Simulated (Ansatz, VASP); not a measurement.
One calculation of CaO, two programs

```xyz
2
Lattice="0.0000 2.4036 2.4036 2.4036 0.0000 2.4036 2.4036 2.4036 0.0000" Properties=species:S:1:pos:R:3 pbc="T T T"
Ca    0.0000    0.0000    0.0000
O     2.4036    2.4036    2.4036
```

The cell is a database's computed one.

Alike in both runs: task single point; functional PBE; k mesh 10 × 10 × 10; occupations gaussian, width 0.012 eV; no spin polarisation.

|  | VASP | Ansatz |
| --- | --- | --- |
| version | VASP 6.6.1 | Ansatz 0.2.0 |
| potentials or method | VASP PAW PBE potentials, release 64 (Ca_sv, O), cutoff 520 eV | all-electron LAPW, scalar-relativistic |

|  | VASP | Ansatz | Ansatz less VASP |
| --- | --- | --- | --- |
| gap on the k mesh at the Fermi level (eV) | 3.64 | 3.65 | +0.016 |
| least direct gap on the mesh (eV) | 4.01 | 4.03 | +0.015 |
| pressure (GPa) | 2.2 | 1.6 | -0.60 |

Ansatz ran all-electron here, so the differences hold the error of VASP's frozen core and of both bases.

A k mesh can miss the band edges.
